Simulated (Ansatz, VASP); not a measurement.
In: VASP beside Ansatz

File INCAR:

```
  PREC = Accurate
  ENCUT = 520
  EDIFF = 1E-6
  ISMEAR = -1
  SIGMA = 0.1
  LREAL = False
  LASPH = True
  NELM = 100
  ALGO = Normal
  ISIF = 2
  LWAVE = False
  LCHARG = True
  GGA = RP
  LELF = True
  LVHAR = True
  NBANDS = 20
```

KPOINTS

```
regular mesh
0
Gamma
  12 12 7
```

Contents of POSCAR:

```
In
1.0
    3.4105998301      0.0000000000      0.0000000000
   -1.7052999150      2.9536660950      0.0000000000
    0.0000000000      0.0000000000      5.5353030807
In
2
Direct
    0.3333333333      0.6666666667      0.2500000000
    0.6666666667      0.3333333333      0.7500000000
```

Input for Ansatz:

```yaml
crystal:
  lattice:
    - [3.4105998301, 0.0, 0.0]
    - [-1.705299915, 2.953666095, 0.0]
    - [0.0, 0.0, 5.5353030807]
  atoms:
    - { symbol: In, position: [0.3333333333, 0.6666666667, 0.25] }
    - { symbol: In, position: [0.6666666667, 0.3333333333, 0.75] }
hamiltonian:
  xc: rpbe
  pseudopotentials:
    kind: paw
    azcp:
      In: "pseudopotentials/In.paw.azcp"
basis:
  ecutwfc: 420
  fft_grid_basis: typed
kpoints:
  mp_grid: { grid: [12, 12, 7], shift: [0, 0, 0] }
magnetization:
  spin_polarized: false
scf:
  occupations: { method: fermi_dirac, width: 0.1 }
  lower_state_search: "off"
output:
  stress: true
```

Alike in both runs: task single point; functional RPBE; k mesh 12 × 12 × 7; occupations fermi-dirac, width 0.1 eV; no spin polarisation.

```csv
,VASP,Ansatz
version,VASP 6.6.1,Ansatz 0.2.0
potentials or method,"VASP PAW PBE potentials, release 64 (In_d)","plane waves (420 eV) with PAW, scalar-relativistic"
plane-wave cutoff (eV),520,420
valence electrons in the cell,26,26
```

```tsv
	VASP	Ansatz	Ansatz less VASP
pressure (GPa)	1.2	1.3	+0.05
largest component of the traceless stress (GPa)	0.42	0.42	+0.004
```

Caveats: the PAW data sets were made with another functional, which shifts forces and pressure a little (VASP).
